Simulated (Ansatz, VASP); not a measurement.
**One calculation of Ti, two programs**

```
Ti
1.0
    -1.59331    1.59331    1.59331
     1.59331   -1.59331    1.59331
     1.59331    1.59331   -1.59331
Ti
1
Direct
  0.00000 0.00000 0.00000
```

Alike in both runs: task single point; functional PBEsol; k mesh 18 × 18 × 18; occupations gaussian, width 0.1 eV; no spin polarisation.

|  | VASP | Ansatz |
| --- | --- | --- |
| version | VASP 6.6.1 | Ansatz 0.2.0 |
| potentials or method | VASP PAW PBE potentials, release 64 (Ti_sv) | scalar-relativistic, plane waves, PAW |
| plane-wave cutoff (eV) | 520 | 420 |
| valence electrons in the cell | 12 | 12 |

Ansatz gave:

```
gap on the k mesh at the Fermi level (eV) : none
pressure (GPa)                            : 2.6
```

Problem. Which values does VASP return?

Solution. gap on the k mesh at the Fermi level (eV): none; pressure (GPa): 2.3.

A gap of «none» marks a metal or a gap that the smearing closes.

Caveats: the PAW data sets were made with another functional, which shifts forces and pressure a little (VASP).
